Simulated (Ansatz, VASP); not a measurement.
**One calculation of AlN, two programs**

```xyz
12
Lattice="-2.0226 -2.0226 0.0000 2.0226 -2.0226 0.0000 0.0000 0.0000 12.1357" Properties=species:S:1:pos:R:3 pbc="T T T"
Al    0.0000    0.0000    2.0226
Al    0.0000   -2.0226    4.0452
Al    0.0000    0.0000    6.0679
Al    0.0000   -2.0226    8.0905
Al    0.0000    0.0000   10.1131
Al    0.0000   -2.0226   12.1357
N     0.0000   -2.0226    2.0226
N     0.0000    0.0000    4.0452
N     0.0000   -2.0226    6.0679
N     0.0000    0.0000    8.0905
N     0.0000   -2.0226   10.1131
N     0.0000    0.0000    0.0000
```

Alike in both runs: task single point; functional PBEsol; k mesh 8 × 8 × 2; occupations gaussian, width 0.05 eV; no spin polarisation.

|  | VASP | Ansatz |
| --- | --- | --- |
| version | VASP 6.6.1 | Ansatz 0.2.0 |
| potentials or method | VASP PAW PBE potentials, release 64 (Al, N) | scalar-relativistic, plane waves, PAW |
| plane-wave cutoff (eV) | 520 | 420 |
| valence electrons in the cell | 48 | 48 |

```csv
,VASP,Ansatz,Ansatz less VASP
gap on the k mesh at the Fermi level (eV),4.54,4.55,+0.005
least direct gap on the mesh (eV),4.54,4.55,+0.005
pressure (GPa),-0.1,0.0,+0.09
```

With one functional, cell and mesh, what is left measures potentials, basis and numerics.

Caveats: the PAW data sets were made with another functional, which shifts forces and pressure a little (VASP). A k mesh can miss the band edges.
